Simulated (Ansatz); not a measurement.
MoS2: relaxation of the atoms with PBE

MoS2, a slab with vacuum:

```
CELL_PARAMETERS angstrom
3.18402 -0.01592 0.00000
-1.60579 2.76540 0.00000
0.00000 0.00000 28.38732
ATOMIC_POSITIONS crystal
Mo 0.33333 0.66667 0.22816
Mo 0.33333 0.66667 0.77184
Mo 0.66667 0.33333 0.00000
S 0.66667 0.33333 0.17349
S 0.66667 0.33333 0.71719
S 0.33333 0.66667 0.94533
S 0.66667 0.33333 0.28281
S 0.66667 0.33333 0.82651
S 0.33333 0.66667 0.05467
```

The cell isn't the ideal one: strained by -1 %.

- Program: Ansatz 0.2.0
- Task: relaxation of the atoms
- Functional: PBE
- Potentials or basis: Ansatz PAW
- Cutoff: 420 eV (not typed: the program's choice for these potentials)
- k mesh: 7 × 7 × 1
- Occupations: fermi-dirac, width 0.05 eV
- Spin: no spin polarisation

```yaml
Energy_gained_by_relaxing: 4.0 meV/atom
Ionic_steps: 8
Band_gap_on_the_k_mesh: 1.73 eV, indirect (least direct gap 2.10 eV)
```

Stress tensor (GPa, compression positive):
```
0.05 0.52 0.00
0.52 0.06 0.00
0.00 0.00 0.00
```

The path:
| step | energy change (eV) | largest force (eV/Å) |
| --- | --- | --- |
| 1 | 0.0000 | 0.2190 |
| 2 | -0.0200 | 0.0833 |
| 3 | -0.0291 | 0.0374 |
| 4 | -0.0339 | 0.0058 |
| 5 | -0.0339 | 0.0058 |
| 6 | -0.0357 | 0.0015 |
| 7 | -0.0362 | 0.0009 |
| 8 | -0.0362 | 0.0003 |

Final structure:
```cif
data_structure
_symmetry_space_group_name_H-M 'P 1'
_symmetry_Int_Tables_number 1
_cell_length_a 3.1841
_cell_length_b 3.1978
_cell_length_c 28.3873
_cell_angle_alpha 90.000
_cell_angle_beta 90.000
_cell_angle_gamma 120.429
_cell_volume 249.23
loop_
_atom_site_label
_atom_site_type_symbol
_atom_site_fract_x
_atom_site_fract_y
_atom_site_fract_z
_atom_site_occupancy
Mo1 Mo 0.33307 0.66666 0.26000 1
Mo2 Mo 0.33307 0.66666 0.74000 1
Mo3 Mo 0.66784 0.33336 0.00000 1
S1 S 0.66543 0.33330 0.20494 1
S2 S 0.66543 0.33330 0.68495 1
S3 S 0.33548 0.66672 0.94494 1
S4 S 0.66543 0.33330 0.31505 1
S5 S 0.66543 0.33330 0.79506 1
S6 S 0.33548 0.66672 0.05506 1
```

Levels at points of the mesh, in eV from the valence-band top:
```csv
k point,band 37,band 38,band 39,band 40,band 41,band 42
"(0.00, 0.00, 0.00)",-0.29,-0.14,0.00,2.57,2.57,2.57
```

Wall time 73 s on 4 threads of Arm Neoverse V1, on a shared host, peak memory 0.69 GiB.

Caveat: odd divisions of the mesh miss points on the zone boundary, where band edges often lie, so the gap on the mesh can be too wide; without dispersion, layers of such crystals drift apart on relaxing, which shifts levels and gaps; volumes and pressures include the vacuum; the thresholds are loose for stress.
